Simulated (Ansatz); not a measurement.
All numbers below come from Ansatz, DFT PBE, scalar-relativistic, plane waves, PAW. All cells share a 420 eV cutoff and Γ-centred k meshes spaced at most about 0.3 Å⁻¹ (2π included). No spin polarisation in the final relaxations.

These are static total energies at zero pressure.

Compare these two cells of NaCl, each relaxed at this level.

A.

```
CELL_PARAMETERS angstrom
3.95490 0.00000 0.00000
-1.97745 3.42504 0.00000
0.00000 0.00000 6.84324
ATOMIC_POSITIONS crystal
Na 0.00000 0.00000 0.00000
Na 0.00000 0.00000 0.50000
Cl 0.66667 0.33333 0.75000
Cl 0.33333 0.66667 0.25000
```

B.

```
CELL_PARAMETERS angstrom
6.75853 0.00000 0.00000
-3.37926 5.85306 0.00000
0.00000 0.00000 5.02200
ATOMIC_POSITIONS crystal
Na 0.00000 0.00000 0.50000
Cl 0.00000 0.00000 0.00000
```

Question: Which would you expect to be lower, and how large is the difference?

Answer: A is lower, by 0.40 eV/atom. A has the nickel arsenide type, space group P6_3/mmc (No. 194), 23.2 Å³/atom and a gap of 4.89 eV on its mesh; B has space group P6/mmm (No. 191), 99.3 Å³/atom and a gap of 4.38 eV. Counting Cl atoms around Na (those within 1.25 times the shortest such distance or 1.15 times the sum of covalent radii), A has Na 6 and B has Na 2. In A, Na has 6 Cl at 2.85 Å; around Cl lie 6 Na at 2.85 Å. In B, Na has 2 Cl at 2.51 Å; Cl has 2 Na at 2.51 Å. Both come from invented guesses. The part of the Crystallography Open Database at hand lists NaCl in space groups No. 221, 225; no cell shown has one of them.

No dispersion correction is applied, so the spacing and binding between layers, chains or molecules are poorly described (P6/mmm), and this can change margins and order among such cells. Kohn–Sham gaps at this level usually fall short of measured ones. Cells relaxed within their symmetry can be saddle points. The P6_3/mmc cell of NaCl came from shaking the P6/mmm one.
